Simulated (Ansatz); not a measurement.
**Al3Cu: distorted cells**

Method: Ansatz, DFT PBEsol, scalar-relativistic, plane waves, PAW.

Plane waves to 420 eV, a k mesh through Γ of 16×16×6 on the computed 4-atom cell and Gaussian smearing (0.10 eV); no spin polarisation.

Reference cell:

```
CELL_PARAMETERS angstrom
2.77841 0.00000 0.00000
0.00000 2.77841 0.00000
0.00000 0.00000 7.51340
ATOMIC_POSITIONS crystal
Al 0.00000 0.00000 0.50000
Al 0.50000 0.50000 0.22612
Al 0.50000 0.50000 0.77388
Cu 0.00000 0.00000 0.00000
```

Each variant moves atoms of this cell by the vectors given, if any (Å), and then applies a symmetric strain (tensor components, Cartesian axes). The reference cell isn't relaxed at this level. Energies are per atom at zero smearing, counted from the lowest variant. Pressure is positive in compression.

1. strain (xx yy zz yz xz xy, %) 0.03 0.03 -8.97 0.00 0.00 0.00; moves: Al2 (0.000, 0.000, -0.085); Al3 (0.000, 0.000, 0.085)
2. strain (xx yy zz yz xz xy, %) -0.08 -0.08 1.42 0.00 0.00 0.00; moves: Al2 (0.000, 0.000, 0.141); Al3 (0.000, 0.000, -0.141)
3. strain (xx yy zz yz xz xy, %) -2.67 -2.67 6.33 0.00 0.00 0.00; moves: Al2 (0.000, 0.000, 0.042); Al3 (0.000, 0.000, -0.042)

```tsv
result	ΔE (meV/atom)	P (GPa)	largest force (eV/Å)
A	11.8	-0.43	0.95
B	63.4	14.84	0.74
C	0.0	0.36	0.42
```

Question: Which variant gave which result?

Answer: A is 2, B is 1, C is 3. The pressure falls as the cell grows: from the smallest volume to the largest the variants are 1, 3, 2.